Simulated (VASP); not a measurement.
# BaTiO3 (R3m) in VASP: settings compared, part 2 of 2

VASP 6.6.1.

## (4) Band structure, HSE03

Input file POSCAR:

```
BaTiO3
1.0
    2.8273666084      1.6323808724      2.3183934932
   -2.8273666084      1.6323808724      2.3183934932
    0.0000000000     -3.2647617449      2.3183934932
Ba Ti O
1 1 3
Direct
    0.0000000000      0.0000000000      0.0000000000
    0.4845000000      0.4845000000      0.4845000000
    0.5086000000      0.0175000000      0.5086000000
    0.0175000000      0.5086000000      0.5086000000
    0.5086000000      0.5086000000      0.0175000000
```

Input file INCAR.step1:

```
SYSTEM = BaTiO3
  PREC = Accurate
  ENCUT = 520
  EDIFF = 1E-5
  ISMEAR = 0
  SIGMA = 0.02
  LREAL = .FALSE.
  LASPH = .TRUE.
  NELM = 80
  ALGO = Normal
  ISIF = 2
  LWAVE = .TRUE.
  LCHARG = .FALSE.
  LMAXMIX = 4
  NBANDS = 28
  GGA = PE
  KPAR = 4
```

Input file INCAR.step2:

```
SYSTEM = BaTiO3
  PREC = Accurate
  ENCUT = 520
  EDIFF = 1E-6
  ISMEAR = 0
  SIGMA = 0.02
  LREAL = .FALSE.
  LASPH = .TRUE.
  NELM = 80
  ALGO = Normal
  ISIF = 2
  LWAVE = .FALSE.
  LCHARG = .FALSE.
  LMAXMIX = 4
  GGA = PE
  LHFCALC = .TRUE.
  HFSCREEN = 0.3
  PRECFOCK = Fast
  NBANDS = 28
  ISTART = 1
  KPAR = 4
```

Input file KPOINTS:

```
regular mesh
0
G
  4 4 4
  0 0 0
```

Input file KPOINTS_OPT:

```
path GLB1,BZGX,QFP1Z,LP
8
line-mode
reciprocal
 0.0000000000  0.0000000000  0.0000000000  G
 0.5000000000  0.0000000000  0.0000000000  L

 0.5000000000  0.0000000000  0.0000000000  L
 0.5000000000  0.4971712123 -0.4971712123  B1

 0.5028287877  0.5000000000  0.4971712123  B
 0.5000000000  0.5000000000  0.5000000000  Z

 0.5000000000  0.5000000000  0.5000000000  Z
 0.0000000000  0.0000000000  0.0000000000  G

 0.0000000000  0.0000000000  0.0000000000  G
 0.4985856061  0.0000000000 -0.4985856061  X

 0.5014143939  0.4985856061  0.0000000000  Q
 0.5000000000  0.5000000000  0.0000000000  F

 0.5000000000  0.5000000000  0.0000000000  F
 0.5014143939  0.5014143939  0.4971712123  P1

 0.5014143939  0.5014143939  0.4971712123  P1
 0.5000000000  0.5000000000  0.5000000000  Z

 0.5000000000  0.0000000000  0.0000000000  L
 0.5028287877  0.4985856061  0.4985856061  P
```

Command:

```console
> cat potpaw_PBE.64/Ba_sv/POTCAR potpaw_PBE.64/Ti_sv/POTCAR potpaw_PBE.64/O/POTCAR > POTCAR
> cp INCAR.step1 INCAR
> mpirun -np 4 vasp_std > vasp.out
> cp INCAR.step2 INCAR
> mpirun -np 4 vasp_std > vasp.out
```

Run time: 12 min. Hardware: 4 MPI ranks of Intel Xeon 6975P-C (Granite Rapids), shared host; peak memory 0.37 GiB.

Results (log left out):

- Free energy: -47.3747 eV
- Pressure: 1.7 GPa
- Largest force: 0.128 eV/Å
- Band gap on the k mesh: 3.58 eV, indirect (least direct gap 3.99 eV)
- Band gap along the path: 3.58 eV, indirect (least direct gap 3.96 eV)

Forces in eV/Å, atoms in the order of the input:
```
Ba   0.000  0.000 -0.128
Ti   0.000  0.000 -0.080
O   -0.057  0.033  0.069
O    0.057  0.033  0.069
O    0.000 -0.066  0.069
```

Stress tensor (GPa, compression positive):
```
1.63 0.00 0.00
0.00 1.63 0.00
0.00 0.00 1.79
```

Levels at the corners of the path, in eV from the valence-band top:
```
point  band 17  band 18  band 19  band 20  band 21  band 22  band 23  band 24
    Γ    -1.15    -0.51    -0.40    -0.40     3.58     3.58     3.71     5.68
    L    -1.74    -1.71    -1.02    -0.91     3.78     5.13     5.24     5.65
    L    -1.74    -1.71    -1.02    -0.91     3.78     5.13     5.24     5.65
   B1    -2.45    -0.01    -0.01     0.00     5.76     5.93     5.93     7.96
    B    -2.45    -0.01    -0.01     0.00     5.76     5.93     5.93     7.96
    Z    -2.45    -0.02    -0.02     0.00     5.76     5.93     5.93     7.96
    Z    -2.45    -0.02    -0.02     0.00     5.76     5.93     5.93     7.96
    Γ    -1.15    -0.51    -0.40    -0.40     3.58     3.58     3.71     5.68
    Γ    -1.15    -0.51    -0.40    -0.40     3.58     3.58     3.71     5.68
    X    -1.81    -0.94    -0.90    -0.09     5.22     5.22     5.63     6.31
    Q    -1.81    -0.94    -0.90    -0.09     5.22     5.22     5.63     6.31
    F    -1.81    -0.94    -0.90    -0.09     5.22     5.22     5.63     6.31
    F    -1.81    -0.94    -0.90    -0.09     5.22     5.22     5.63     6.31
   P1    -2.45    -0.01    -0.01     0.00     5.76     5.93     5.93     7.96
   P1    -2.45    -0.01    -0.01     0.00     5.76     5.93     5.93     7.96
    Z    -2.45    -0.02    -0.02     0.00     5.76     5.93     5.93     7.96
    L    -1.74    -1.71    -1.02    -0.91     3.78     5.13     5.24     5.65
    P    -2.45    -0.01    -0.01     0.00     5.76     5.93     5.93     7.96
```

Caveat: the PAW data sets were made with another functional, which shifts forces and pressure a little; spin-orbit coupling is left out, which moves the levels of the heavy elements.

## (5) Band structure, PBE0

POSCAR is that of step 4.

INCAR.step1 is that of step 4.

INCAR.step2: that of step 4 with these lines changed.

```diff
@@ -16,4 +16,5 @@
   LHFCALC = .TRUE.
-  HFSCREEN = 0.3
+  AEXX = 0.25
   PRECFOCK = Fast
+  HFRCUT = -1
   NBANDS = 28
```

KPOINTS is that of step 4.

KPOINTS_OPT is that of step 4.

Command:

```console
> cat potpaw_PBE.64/Ba_sv/POTCAR potpaw_PBE.64/Ti_sv/POTCAR potpaw_PBE.64/O/POTCAR > POTCAR
> cp INCAR.step1 INCAR
> mpirun -np 4 vasp_std > vasp.out
> cp INCAR.step2 INCAR
> mpirun -np 4 vasp_std > vasp.out
```

Wall time 12 min (4 MPI ranks of Intel Xeon 6975P-C (Granite Rapids), shared host); peak memory 0.28 GiB.

The run converged. Its results:

```yaml
Free_energy: -51.1765 eV
Pressure: 1.3 GPa
Largest_force: 0.126 eV/Å
Band_gap_on_the_k_mesh: 4.59 eV, indirect (least direct gap 4.98 eV)
Band_gap_along_the_path: 4.59 eV, indirect (least direct gap 4.94 eV)
```

Forces on the atoms (eV/Å):
```
Ba   0.000  0.000 -0.126
Ti   0.000  0.000 -0.102
O   -0.067  0.039  0.076
O    0.067  0.039  0.076
O    0.000 -0.077  0.076
```

Stress tensor (GPa, compression positive):
```
1.28 0.00 0.00
0.00 1.28 0.00
0.00 0.00 1.45
```

Levels at the corners of the path, in eV from the valence-band top:
```tsv
point	band 17	band 18	band 19	band 20	band 21	band 22	band 23	band 24
Γ	-1.14	-0.51	-0.39	-0.39	4.59	4.59	4.72	6.70
L	-1.77	-1.73	-1.02	-0.90	4.79	6.18	6.29	6.67
L	-1.77	-1.73	-1.02	-0.90	4.79	6.18	6.29	6.67
B1	-2.48	-0.01	-0.01	0.00	6.82	7.00	7.00	8.98
B	-2.48	-0.01	-0.01	0.00	6.82	7.00	7.00	8.98
Z	-2.48	-0.01	-0.01	0.00	6.82	7.00	7.00	8.98
Z	-2.48	-0.01	-0.01	0.00	6.82	7.00	7.00	8.98
Γ	-1.14	-0.51	-0.39	-0.39	4.59	4.59	4.72	6.70
Γ	-1.14	-0.51	-0.39	-0.39	4.59	4.59	4.72	6.70
X	-1.83	-0.95	-0.90	-0.09	6.27	6.27	6.69	7.34
Q	-1.83	-0.95	-0.90	-0.09	6.27	6.27	6.69	7.34
F	-1.83	-0.95	-0.90	-0.09	6.27	6.27	6.69	7.34
F	-1.83	-0.95	-0.90	-0.09	6.27	6.27	6.69	7.34
P1	-2.48	-0.01	-0.01	0.00	6.82	7.00	7.00	8.98
P1	-2.48	-0.01	-0.01	0.00	6.82	7.00	7.00	8.98
Z	-2.48	-0.01	-0.01	0.00	6.82	7.00	7.00	8.98
L	-1.77	-1.73	-1.02	-0.90	4.79	6.18	6.29	6.67
P	-2.48	-0.01	-0.01	0.00	6.82	7.00	7.00	8.98
```

Caveat: the PAW data sets were made with another functional, which shifts forces and pressure a little; spin-orbit coupling is left out, which moves the levels of the heavy elements.

## (6) Band structure, LDA, spin-orbit coupling, no magnetisation

Input file INCAR:

```
ALGO = Normal
EDIFF = 1E-6
ENCUT = 520
GGA = CA
GGA_COMPAT = False
ISIF = 2
ISMEAR = 0
KPAR = 4
LASPH = True
LCHARG = False
LMAXMIX = 4
LNONCOLLINEAR = True
LORBIT = 11
LREAL = False
LSORBIT = True
LWAVE = False
MAGMOM = 0 0 0 0 0 0 0 0 0 0 0 0 0 0 0
NELM = 100
PREC = Accurate
SIGMA = 0.02
```

Input file KPOINTS:

```
k-points
0
Gamma
  6 6 6
```

POSCAR is that of step 5.

KPOINTS_OPT: that of step 5 with these lines changed.

```diff
@@ -1,3 +1,3 @@
 path GLB1,BZGX,QFP1Z,LP
-8
+10
 line-mode
```

Potentials or basis: VASP PAW LDA potentials, release 64 (Ba_sv, Ti_sv, O).

Command:

```console
> cat potpaw_LDA.64/Ba_sv/POTCAR potpaw_LDA.64/Ti_sv/POTCAR potpaw_LDA.64/O/POTCAR > POTCAR
> mpirun -np 4 vasp_ncl > vasp.out
```

OUTCAR:

```text
EDIFF = 1E-6
   ENCUT = 520
   GGA = CA
   ISIF = 2
   ISMEAR = 0
   LASPH = True
   LNONCOLLINEAR = True
   LORBIT = 11
   LREAL = False
   LSORBIT = True
   NELM = 100
   PREC = Accurate

 ion  position               nearest neighbor table
   1  0.000  0.000  0.000-   5 2.79   4 2.79   3 2.79   4 2.83   3 2.83   4 2.83   3 2.83   5 2.83
                             5 2.83   5 2.89   4 2.89   3 2.89   2 3.37   2 3.43   2 3.43   2 3.43
   2  0.484  0.484  0.484-   3 1.87   4 1.87   5 1.87   3 2.14   4 2.14   5 2.14   1 3.37   1 3.43
                             1 3.43   1 3.43   1 3.50   1 3.50   1 3.50   1 3.59
   3  0.509  0.017  0.509-   2 1.87   2 2.14   1 2.79   1 2.83   1 2.83   1 2.89
   4  0.017  0.509  0.509-   2 1.87   2 2.14   1 2.79   1 2.83   1 2.83   1 2.89
   5  0.509  0.509  0.017-   2 1.87   2 2.14   1 2.79   1 2.83   1 2.83   1 2.89

  LATTYP: Found a trigonal (rhomboedric) cell.
 ALAT       =     4.0042000000
 COS(alpha) =     0.0028448828

  Lattice vectors:

 A1 = (   2.8273666084,   1.6323808724,   2.3183934932)
 A2 = (  -2.8273666084,   1.6323808724,   2.3183934932)
 A3 = (   0.0000000000,  -3.2647617449,   2.3183934932)

Analysis of symmetry for initial positions (statically):
=====================================================================
 Subroutine PRICEL returns:
[... 1554 lines left out ...]
     0.0000000     0.0000000     0.0000000     0.0000000     0.0000000
     0.0000000     0.0000000     0.0000000     0.0000000     0.0000000
     0.0000000     0.0000000     0.0000000     0.0000000     0.0000000
     0.0000000     0.0000000     0.0000000     0.0000000     0.0000000
     0.0000000     0.0000000     0.0000000     0.0000000     0.0000000
 l=   3
     0.0000000     0.0000000     0.0000000     0.0000000     0.0000000     0.0000000     0.0000000
     0.0000000     0.0000000     0.0000000     0.0000000     0.0000000     0.0000000     0.0000000
     0.0000000     0.0000000     0.0000000     0.0000000     0.0000000     0.0000000     0.0000000
     0.0000000     0.0000000     0.0000000     0.0000000     0.0000000     0.0000000     0.0000000
     0.0000000     0.0000000     0.0000000     0.0000000     0.0000000     0.0000000     0.0000000
     0.0000000     0.0000000     0.0000000     0.0000000     0.0000000     0.0000000     0.0000000
     0.0000000     0.0000000     0.0000000     0.0000000     0.0000000     0.0000000     0.0000000

 total charge

# of ion       s       p       d       tot
------------------------------------------
    1        2.005   5.634   0.337   7.976
    2        2.227   6.286   1.816  10.330
    3        1.554   3.450   0.000   5.004
    4        1.554   3.450   0.000   5.004
    5        1.554   3.450   0.000   5.004
--------------------------------------------------
tot          8.895  22.269   2.153  33.317

 magnetization (x)

# of ion       s       p       d       tot
------------------------------------------
    1        0.000   0.000  -0.000  -0.000
    2        0.000   0.000   0.000   0.000
    3        0.000  -0.000   0.000  -0.000
    4        0.000  -0.000   0.000  -0.000
    5       -0.000   0.000   0.000   0.000
--------------------------------------------------
tot          0.000   0.000  -0.000   0.000

 magnetization (y)

# of ion       s       p       d       tot
------------------------------------------
    1        0.000  -0.000   0.000  -0.000
    2       -0.000   0.000   0.000   0.000
    3        0.000  -0.000   0.000  -0.000
    4       -0.000   0.000   0.000   0.000
    5        0.000   0.000   0.000   0.000
--------------------------------------------------
tot          0.000  -0.000   0.000   0.000

 magnetization (z)

# of ion       s       p       d       tot
------------------------------------------
    1        0.000   0.000   0.000   0.000
    2        0.000   0.000   0.000   0.000
    3        0.000   0.000   0.000   0.000
    4        0.000   0.000   0.000   0.000
    5        0.000   0.000   0.000   0.000
--------------------------------------------------
tot          0.000   0.000   0.000   0.000
```

OSZICAR:

```text
N       E                     dE             d eps       ncg     rms          rms(c)
DAV:   1     0.504082407576E+03    0.50408E+03   -0.20273E+04  5376   0.181E+03
DAV:   2     0.222890272600E+02   -0.48179E+03   -0.46082E+03  6080   0.516E+02
[... 26 lines left out ...]
       N       E                     dE             ncg
DAV:   1     0.197465361622E+05   -0.43257E+05     3264
DAV:   2     0.480773035010E+04   -0.14939E+05     3408
DAV:   3     0.231883700540E+04   -0.24889E+04     5016
DAV:   4     0.214985245221E+04   -0.16898E+03     4568
DAV:   5     0.214157418551E+04   -0.82783E+01     4648
DAV:   6     0.214143306988E+04   -0.14112E+00     4424
DAV:   7     0.214142831917E+04   -0.47507E-02     4680
DAV:   8     0.214142818199E+04   -0.13718E-03     4488
DAV:   9     0.214142817626E+04   -0.57298E-05     3088
DAV:  10     0.214142817601E+04   -0.25112E-06     2376
```

Wall time 89 s (4 MPI ranks of Intel Xeon 6975P-C (Granite Rapids), shared host); peak memory 0.56 GiB.

What came out:

```
Free energy                                           : -44.3460 eV
Pressure                                              : -3.9 GPa
Largest force                                         : 0.144 eV/Å
Valence electrons inside the program's atomic spheres : Ba 7.98; Ti 10.33; O 5.00
```

Forces in eV/Å, atoms in the order of the input:
```
Ba   0.000  0.000 -0.144
Ti   0.000  0.000  0.102
O    0.040 -0.023  0.014
O   -0.040 -0.023  0.014
O    0.000  0.046  0.014
```

Stress tensor (GPa, compression positive):
```
-3.84  0.00  0.00
 0.00 -3.84  0.00
 0.00  0.00 -4.00
```

## (7) For comparison

An earlier run on the cell as given: functional PBE; potentials or basis VASP PAW PBE potentials, release 64 (Ba_sv, Ti_sv, O); cutoff 520 eV; k mesh 7 × 7 × 7; occupations fermi-dirac, width 0.05 eV; no spin polarisation.

* Pressure: 6.8 GPa
* Largest force: 0.214 eV/Å
* Band gap on the k mesh: 2.44 eV, indirect (least direct gap 2.78 eV)

## (8) Summary

```csv
task,level,potentials or basis,spin,k mesh,smearing,ladder,grid for exact exchange (PRECFOCK),screening parameter,exchange at q = 0,gap on the mesh (eV),pressure (GPa),largest force (eV/Å)
core levels,PBE,"VASP PAW PBE potentials, release 64 (Ba_sv, Ti_sv, O)",off,7 × 7 × 7,gaussian 0.02 eV,-,-,-,-,2.44,6.8,0.21
band structure,HSE06,"VASP PAW PBE potentials, release 64 (Ba_sv, Ti_sv, O)",off,4 × 4 × 4,gaussian 0.02 eV,gaps,Fast,0.2 1/A,-,3.86,1.4,0.13
band structure,HSE03,"VASP PAW PBE potentials, release 64 (Ba_sv, Ti_sv, O)",off,4 × 4 × 4,gaussian 0.02 eV,gaps,Fast,-,-,3.58,1.7,0.13
band structure,PBE0,"VASP PAW PBE potentials, release 64 (Ba_sv, Ti_sv, O)",off,4 × 4 × 4,gaussian 0.02 eV,gaps,Fast,-,truncated,4.59,1.3,0.13
band structure,LDA,"VASP PAW LDA potentials, release 64 (Ba_sv, Ti_sv, O)","SOC, no magnetisation",6 × 6 × 6,gaussian 0.02 eV,gaps,-,-,-,-,-3.9,0.14
single point,PBE,"VASP PAW PBE potentials, release 64 (Ba_sv, Ti_sv, O)",off,7 × 7 × 7,fermi-dirac 0.05 eV,-,-,-,-,2.44,6.8,0.21
```

Alike in all rows: cell as given; cutoff (eV) 520.

Caveats: spin-orbit coupling is left out, which moves the levels of the heavy elements (some runs); the PAW data sets were made with another functional, which shifts forces and pressure a little (some runs); an odd mesh through Γ misses points on the zone boundary, where band edges often lie (some runs).

Total energies depend on the potentials used, so only differences within one code and one set of settings carry meaning.
